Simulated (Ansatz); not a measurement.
# CdSe (F-43m) in Ansatz: single point with PBE

Aim: the single point of CdSe with PBE.

Program: Ansatz 0.2.0. These are calculated values, not measurements. Logs are shortened: lines on timing, memory, paths and dates and some standing lists are left out, and cuts for length are marked.

## 1. The structure

Symmetry: F-43m, No. 216, cubic system. The conventional cell has a = 6.141 Å, b = 6.141 Å, c = 6.141 Å, α = 90.00°, β = 90.00°, γ = 90.00°. Around Cd (site symmetry -43m) lie 4 Se at 2.66 Å. Se (site symmetry -43m) has 4 Cd at 2.66 Å as nearest neighbours.

Measurements of this composition are mostly on another form, of space group No. 186.

## 2. Single point, PBE

File input.yaml:

```yaml
crystal:
  lattice:
    - [0.0, 3.0702711986, 3.0702711986]
    - [3.0702711986, 0.0, 3.0702711986]
    - [3.0702711986, 3.0702711986, 0.0]
  atoms:
    - { symbol: Cd, position: [0.0, 0.0, 0.0] }
    - { symbol: Se, position: [0.25, 0.25, 0.25] }
kpoints:
  mp_grid: { grid: [4, 4, 4] }
scf:
  occupations: { method: fermi_dirac, width: 0.03 }
hamiltonian:
  xc: pbe
  pseudopotentials: { kind: all_electron, lapw: { basis_error: 0.003 } }
output:
  forces: true
  stress: true
  eigenvalues: true
```

Potentials or basis: all-electron LAPW, scalar-relativistic.

Launch:

```bash
$ ansatz run input.yaml --threads 1 --pin off --max-ram 2560MiB --backend cpu --events-out ev --progress --plain --runs-dir out
```

Output:

```text
Warning: RAYON_NUM_THREADS=1 ignored (pool sized by the plan → 1); use --threads N
LAPW: plane waves up to 7.826 Å⁻¹, error target 3.0e-3 eV per atom; small_component_spin mean_spin; Se in spheres of 1.269 Å, 24 of its electrons in bands, Dirac shells []; Cd in spheres of 1.390 Å, 20 of its electrons in bands, Dirac shells [] (how accurate: hamiltonian.pseudopotentials.lapw.basis_error, Limitations)
Engine: ansatz 0.2.0, x86_64-unknown-linux-gnu
Pseudopotentials: kind: all_electron
Pseudopotential: Cd, LAPW, valence charge 20, lapw/all_electron/scalar/gaussian/Cd, Koelling and Harmon's equation, gaussian nucleus
Pseudopotential: Se, LAPW, valence charge 24, lapw/all_electron/scalar/gaussian/Se, Koelling and Harmon's equation, gaussian nucleus
Functional definition: PBE
  parameter kappa = 0.804
  parameter beta = 0.06672455060314922
  exchange = pbe_x(kappa = kappa, mu = beta*pi^2/3)
  correlation = pbe_c(beta = beta)
Crystal: 2 atoms, lattice volume = 57.884 Å³
Basis set: ecut = 233.32855003451257 eV, 459 PW (Γ), exchange–correlation at level 2
Bands: 27, of which v1, the nominal top of the filled ones, is band 22 counted from 1 (21 counted from 0)
Symmetry: 24 space group operations
Space group: F-43m (ITA 216), of the structure as read, at distance tolerance 3.9e-5 Å
k-points: 8 of 64 (time reversal used)
Non-local potential: Cd, projectors of the file, none
Non-local potential: Se, projectors of the file, none
Initial density: superposition of atomic densities (chi_scale 0.1, normalization cell, long waves kept (reshape's long-wave potential 0.00 eV rms))
Initial wavefunctions: plane waves of lowest kinetic energy (no species holds an atomic orbital)
Functional: x = pbe(κ = 0.804, μ = 0.2195149727645171), c = pbe(β = 0.06672455060314922)
iter 1 solved again at ethr=2.42e-3 eV; its pass at ethr=1.00e-1 eV (dr2=1.06e0 eV) is discarded
SCF iter   1: F=—  HF=-218362.714671 eV  |F-HF|=—  |Δ(HF+E_count)|=         —  Δρ=2.90e-2  dr2=1.07e0  ethr=2.42e-3  ⟨swp⟩=2.0  Hψ=1370  notcnv=0
preconditioner: auto → none  [insulator: Δε(μ)=1.059 eV  Ē_g=12.372 eV  σ=0.030 eV  W_gap=1.00  n_scr=14 (ndim 8)  ℏωp=20.7 eV  f_vac=0.228  D(μ)=0.00/eV (n_scr^D=0)  ε∞_Penn≈3.8]
iter 2 solved again at ethr=4.88e-5 eV; its pass at ethr=2.42e-3 eV (dr2=2.15e-2 eV) is discarded
SCF iter   2: F=—  HF=-218362.352397 eV  |F-HF|=—  |Δ(HF+E_count)|=   3.62e-1  Δρ=7.32e-3  dr2=2.15e-2  ethr=4.88e-5  ⟨swp⟩=2.0  Hψ=1144  notcnv=0
SCF iter   3: F=—  HF=-218362.316625 eV  |F-HF|=—  |Δ(HF+E_count)|=   3.58e-2  Δρ=4.29e-3  dr2=1.16e-2  ethr=4.88e-5  ⟨swp⟩=3.0  Hψ=678  notcnv=0
SCF iter   4: F=—  HF=-218362.316595 eV  |F-HF|=—  |Δ(HF+E_count)|=   2.96e-5  Δρ=1.43e-3  dr2=1.20e-3  ethr=2.64e-5  ⟨swp⟩=2.0  Hψ=646  notcnv=0
SCF iter   5: F=—  HF=-218362.316768 eV  |F-HF|=—  |Δ(HF+E_count)|=   1.73e-4  Δρ=1.97e-4  dr2=1.56e-5  ethr=2.73e-6  ⟨swp⟩=2.1  Hψ=625  notcnv=0
SCF iter   6: F=—  HF=-218362.316780 eV  |F-HF|=—  |Δ(HF+E_count)|=   1.23e-5  Δρ=4.82e-5  dr2=1.23e-6  ethr=3.54e-8  ⟨swp⟩=3.0  Hψ=637  notcnv=0
SCF iter   7: F=-218362.316784 eV  HF=-218362.316784 eV  |F-HF|=1.14e-7  |Δ(HF+E_count)|=   3.23e-6  Δρ=8.68e-6  dr2=3.50e-8  ethr=2.79e-9  ⟨swp⟩=3.0  Hψ=669  notcnv=0
SCF 1 converged in 7 iterations: F = -218362.316784 eV  dr2 = 3.50e-8
SCF converged after 7 iterations
Free energy (F): -218362.316784 eV
Harris-Foulkes:  -218362.316784 eV  (|F-HF|=1.14e-7)
Internal energy: -218362.316780 eV  (E = F + TS)
E sigma→0 (E₀):  -218362.316782 eV
Entropy (-TS):   -0.000004 eV (-0.002 meV/atom)
Fermi energy:    8.056231 eV
--- Per-component energies (eV) ---
  E_band       = -2107.055193
  E_kinetic    = 227171.163267
  E_xc         = -6605.846636
  E_electrostatic = -438927.633411  (all electrons and nuclei)
  E_smearing   = -0.000004  (= −TS)
  E_closure    = 0.000000  (closes the sum)
  E_atoms      = -218356.868614  (free atoms, spherical and without spin; not in F)
  Σ components = -218362.316784   (vs F -218362.316784, Δ=0.00e0)
  Basis errors (estimates in eV, not in F): energy 1.3e-3 per atom: plane waves 1.2e-3 (7.1e-4 summed), levels above the bands 1.9e-141, relativity 2.5e-7, radial functions 8.9e-5, core shells 4.9e-7; eigenvalues (radial functions only) 4.1e-6; not estimated: angular momenta, meshes, grids; target (lapw.basis_error) 3.0e-3; muffin-tin radii Se 1.269 Å, Cd 1.390 Å
--- Forces (eV/Å), atoms counted from 1 ---
  atom   1  Cd    -0.00000000     0.00000000     0.00000000
  atom   2  Se     0.00000000    -0.00000000    -0.00000000
  max |Σ_I F_I| component: 2.78e-17 eV/Å
--- Stress (GPa, compression-positive) ---
        1.488661      -0.000000      -0.000000
       -0.000000       1.488661       0.000000
       -0.000000       0.000000       1.488661
  P = ⅓ Tr σ = 1.4887 GPa (14.887 kbar)
--- Band table (eV; the first three rows and the last of 8) ---
  k-point 0: bands = ["-199.1185", "-138.5848", "-138.5848", "-138.5848", "-93.8389", "-54.9066", "-54.9066", "-54.9066", "-38.7991", "-38.7991", "-38.7991", "-38.7961", "-38.7961", "-4.6572", "-0.0945", "-0.0945", "-0.0945", "0.2471", "0.2471", "7.7721", "7.7721", "7.7721", "8.3074", "13.6957", "13.6957", "13.6957", "17.4323"]
  k-point 1: bands = ["-199.1185", "-138.5848", "-138.5848", "-138.5848", "-93.8389", "-54.9068", "-54.9067", "-54.9067", "-38.7992", "-38.7991", "-38.7991", "-38.7961", "-38.7961", "-4.4835", "-0.0442", "-0.0442", "0.1072", "0.2491", "0.2491", "5.1746", "7.3914", "7.3914", "10.0050", "13.6749", "14.1990", "14.1990", "17.8045"]
  k-point 2: bands = ["-199.1185", "-138.5848", "-138.5848", "-138.5848", "-93.8389", "-54.9069", "-54.9067", "-54.9067", "-38.7992", "-38.7991", "-38.7991", "-38.7961", "-38.7961", "-4.3071", "-0.0081", "-0.0081", "0.2689", "0.2689", "0.5232", "3.5450", "7.0622", "7.0622", "10.1166", "14.2011", "14.2011", "15.0881", "17.7025"]
  k-point 7: bands = ["-199.1185", "-138.5848", "-138.5848", "-138.5848", "-93.8389", "-54.9068", "-54.9068", "-54.9067", "-38.7992", "-38.7992", "-38.7991", "-38.7961", "-38.7961", "-4.1977", "0.0783", "0.0809", "0.2163", "0.2523", "0.6981", "3.9135", "5.6434", "5.6806", "12.6730", "12.9793", "14.1751", "15.3675", "18.0939"]
```

It took 1.8 s on 1 thread of AMD EPYC 9R45 (Zen 5), shared host; peak memory 0.29 GiB.

What came out:

```yaml
Free_energy: -218362.3168 eV
Pressure: 1.5 GPa
Band_gap_on_the_k_mesh: 0.54 eV, direct
```

Caveat: the k mesh is coarse (spacing up to 0.44 Å⁻¹), so the values aren't converged.
